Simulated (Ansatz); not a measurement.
NbP:

```
Nb P
1.0
    -1.67492    1.67492    5.74011
     1.67492   -1.67492    5.74011
     1.67492    1.67492   -5.74011
Nb P
2 2
Direct
  0.24988 0.74988 0.50000
  0.49988 0.49988 0.00000
  0.83275 0.33275 0.50000
  0.08275 0.08275 0.00000
```

The cell is a database's computed one.

Base run:

```yaml
Program: Ansatz 0.2.0
Functional: LDA
Potentials_or_basis: Ansatz PAW
Cutoff: 420 eV
Density_cutoff: 1680 eV
k_mesh: 11 × 11 × 11
Occupations: fermi-dirac, width 0.05 eV
Spin: no spin polarisation
Hubbard_terms: Nb d U = 4 eV
```

Its results: pressure -7.7 GPa.

Q: After a change of settings the same cell gave: pressure -6.0 GPa. Which change was it?
A. functional from LDA to PBE; hubbard terms from Nb d U = 4 eV to none; hubbard projectors from ortho-atomic (the default) to none
B. hubbard terms from Nb d U = 4 eV to none; hubbard projectors from ortho-atomic (the default) to none
C. functional from LDA to r2SCAN; cutoff from 420 eV to 500 eV; density cutoff from 1680 eV to 2000 eV; hubbard terms from Nb d U = 4 eV to none; hubbard projectors from ortho-atomic (the default) to none
D. hubbard terms from Nb d U = 4 eV to Nb d U = 6 eV

A: D.

Caveats: U without spin polarisation on a metal has little footing; the PAW data sets come from PBE, with cores solved anew for the run's functional, which leaves a small shift of forces and pressure; the U is typed as a test and isn't derived for this compound.

Not every run made on this cell is shown here.
